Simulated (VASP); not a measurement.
# GaSe (P6_3/mmc) in VASP: notebook, part 2 of 2

VASP 6.6.1. The steps go on from the part before.

## 4. Vibrations by finite differences, PBE+D3(BJ)

This run uses another cell than the first one, of 24.68 Å³/atom, 1.023 times its volume.

Input file INCAR:

```
PREC = Accurate ; ENCUT = 520
EDIFF = 1E-8 ; ISMEAR = 0
SIGMA = 0.02 ; LREAL = False
LASPH = True ; NELM = 60
ALGO = Normal ; ISIF = 3
LWAVE = False ; LCHARG = False
GGA = PE ; IVDW = 12
NBANDS = 28 ; IBRION = 6
NFREE = 2 ; POTIM = 0.015
NSW = 1 ; KPAR = 8
```

Input file KPOINTS:

```
Automatic mesh
0
Gamma
  9 9 2
```

Input file POSCAR:

```
GaSe                                    
1.0
    3.7767290239      0.0000000000      0.0000000000
   -1.8883645120      3.2707432769      0.0000000000
    0.0000000000      0.0000000000     15.9838541238
  Ga              Se            
     4     4
Direct
     0.3333333300000021    0.6666666699999979    0.1734816006892359
     0.6666666699999979    0.3333333300000021    0.6734816006892359
     0.3333333300000021    0.6666666699999979    0.3265183993107641
     0.6666666699999979    0.3333333300000021    0.8265183993107641
     0.3333333300000021    0.6666666699999979    0.5993522010292693
     0.6666666699999979    0.3333333300000021    0.0993522010292693
     0.3333333300000021    0.6666666699999979    0.9006477989707307
     0.6666666699999979    0.3333333300000021    0.4006477989707307
```

Potentials or basis: VASP PAW PBE potentials, release 64 (Ga, Se).

Run with:

```sh
> cat potpaw_PBE.64/Ga/POTCAR potpaw_PBE.64/Se/POTCAR > POTCAR
> mpirun -np 8 vasp_std > vasp.out
```

OUTCAR:

```text
PREC = Accurate
   ENCUT = 520
   EDIFF = 1E-8
   ISMEAR = 0
   LREAL = False
   LASPH = True
   NELM = 60
   ISIF = 3
   GGA = PE
   IVDW = 12
   IBRION = 6
   NFREE = 2
   POTIM = 0.015
   NSW = 1
 IVDW          = 12

 ion  position               nearest neighbor table
   1  0.333  0.667  0.173-   3 2.45   6 2.48   6 2.48   6 2.48
   2  0.667  0.333  0.673-   4 2.45   5 2.48   5 2.48   5 2.48
[... 1530 lines left out ...]
     -0.000000  2.180496  5.219022     0.127867   -0.317592   -0.000000
      1.888365  1.090248 13.210950     0.127867   -0.317592   -0.000000
     -0.000000  2.180496  9.579958     0.136095   -0.338029   -0.000000
      1.888365  1.090248  1.588031     0.136095   -0.338029   -0.000000
     -0.000000  2.180496 14.395823     0.136095   -0.338029   -0.000000
      1.888365  1.090248  6.403896     0.136095   -0.338029   -0.000000

--------------------------------------------------------------------------------------------------------

 ELASTIC MODULI CONTR FROM IONIC RELAXATION (kBar)
 Direction    XX          YY          ZZ          XY          YZ          ZX
 --------------------------------------------------------------------------------
 XX        -296.0274    -90.3877   -188.1070      0.0000      0.0000     -0.0000
 YY         -90.3877   -296.0274   -188.1070      0.0000     -0.0000      0.0000
 ZZ        -188.1070   -188.1070   -761.1739      0.0000      0.0000     -0.0000
 XY           0.0000      0.0000      0.0000   -102.8199      0.0000      0.0000
 YZ           0.0000      0.0000      0.0000      0.0000   -367.5646      0.0000
 ZX          -0.0000      0.0000     -0.0000      0.0000      0.0000   -367.5642
 --------------------------------------------------------------------------------

 TOTAL ELASTIC MODULI (kBar)
 Direction    XX          YY          ZZ          XY          YZ          ZX
 --------------------------------------------------------------------------------
 XX         919.5782    245.1569     99.9170     -0.0000      0.0000     -0.0000
 YY         245.1569    919.5782     99.9170     -0.0000     -0.0000      0.0000
 ZZ          99.9170     99.9170    371.3180     -0.0000      0.0000     -0.0000
 XY          -0.0000     -0.0000     -0.0000    337.2106      0.0000      0.0000
 YZ           0.0000      0.0000      0.0000      0.0000     89.3560     -0.0000
 ZX          -0.0000      0.0000     -0.0000      0.0000     -0.0000     89.3562
 --------------------------------------------------------------------------------
```

OSZICAR:

```text
N       E                     dE             d eps       ncg     rms          rms(c)
DAV:   1     0.170384964241E+03    0.17038E+03   -0.13805E+04  1344   0.106E+03
DAV:   2    -0.145845336973E+02   -0.18497E+03   -0.17716E+03  1752   0.167E+02
DAV:   3    -0.306465895585E+02   -0.16062E+02   -0.15943E+02  1740   0.528E+01
DAV:   4    -0.308824377898E+02   -0.23585E+00   -0.23518E+00  1644   0.711E+00
[... 12 lines left out ...]
DAV:   8    -0.303385952080E+02    0.28229E-06   -0.61486E-07  1732   0.487E-03    0.747E-04
DAV:   9    -0.303385952640E+02   -0.56008E-07   -0.19689E-07  1580   0.196E-03    0.952E-04
DAV:  10    -0.303385952824E+02   -0.18487E-07   -0.17795E-08   896   0.590E-04    0.478E-04
DAV:  11    -0.303385952939E+02   -0.11480E-07   -0.60436E-09   808   0.420E-04    0.109E-04
DAV:  12    -0.303385952990E+02   -0.51141E-08   -0.18944E-09   748   0.298E-04
  21 F= -.32649721E+02 E0= -.32649721E+02  d E =-.342351E-11
```

stdout:

```text
POSCAR found type information on POSCAR GaSe
 POSCAR found :  2 types and       8 ions
 scaLAPACK will be used
 -----------------------------------------------------------------------------
|                                                                             |
|           W    W    AA    RRRRR   N    N  II  N    N   GGGG   !!!           |
|           W    W   A  A   R    R  NN   N  II  NN   N  G    G  !!!           |
|           W    W  A    A  R    R  N N  N  II  N N  N  G       !!!           |
|           W WW W  AAAAAA  RRRRR   N  N N  II  N  N N  G  GGG   !            |
[... 52 lines left out ...]
 Finite differences progress:
 bond charge predicted
 Finite differences progress:
 bond charge predicted
 Finite differences progress:
 bond charge predicted
 Finite differences progress:
 bond charge predicted
 Finite differences progress:
 bond charge predicted
 Finite differences progress:
```

Wall time 18 min (8 MPI ranks of Intel Xeon Platinum 8259CL at 2.50GHz (Skylake/Cascade Lake), shared host); peak memory 0.86 GiB.

Results:

```yaml
Voigt_bulk_modulus: 34 GPa
Highest_phonon_frequency_at_Γ_LO-TO_splitting_left_out: 307 cm⁻¹
Dispersion_energy_per_atom: -0.289 eV
```

Phonon frequencies in cm⁻¹ (negative: imaginary):
```csv
q point,frequencies
"(0.000, 0.000, 0.000)",0 0 0 18 18 38 53 53 55 55 124 132 205 205 205 205 210 210 210 210 237 245 307 307
```

Elastic tensor in Voigt notation (GPa, in the Cartesian axes of the cell as first typed):
```
92 25 10  0  0  0
25 92 10  0  0  0
10 10 37  0  0  0
 0  0  0  9  0  0
 0  0  0  0  9  0
 0  0  0  0  0 34
```

Clamped-ion elastic tensor (GPa):
```
122  34  29   0   0   0
 34 122  29   0   0   0
 29  29 113   0   0   0
  0   0   0  46   0   0
  0   0   0   0  46   0
  0   0   0   0   0  44
```
